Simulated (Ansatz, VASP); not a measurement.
**One calculation of Sr, two programs**

```
Sr
1.0
     4.33253    0.00273   -0.00059
    -2.16390    3.59076    0.00063
    -0.00097    0.00064    7.14268
Sr
2
Direct
  0.27415 0.59089 0.27318
  0.63076 0.30249 0.77320
```

Alike in both runs: functional PBE; k mesh 6 × 6 × 3; occupations methfessel-paxton of order 1, width 0.15 eV; no spin polarisation.

Ansatz relaxed the structure, and its values are those at the end. VASP's run is a single point on that final structure, the one shown.

|  | VASP | Ansatz |
| --- | --- | --- |
| version | VASP 6.6.1 | Ansatz 0.2.0 |
| potentials or method | VASP PAW PBE potentials, release 64 (Sr_sv) | PAW with Ansatz's default frozen-core files, scalar-relativistic |
| plane-wave cutoff (eV) | 520 | 420 |
| valence electrons in the cell | 20 | 20 |

```tsv
	VASP	Ansatz	Ansatz less VASP
pressure (GPa)	0.0	0.0	0.00
```

The functional is the same, so the differences come from potentials, cutoffs and numerics. Ansatz warned: «gradients_without_spin_orbit».
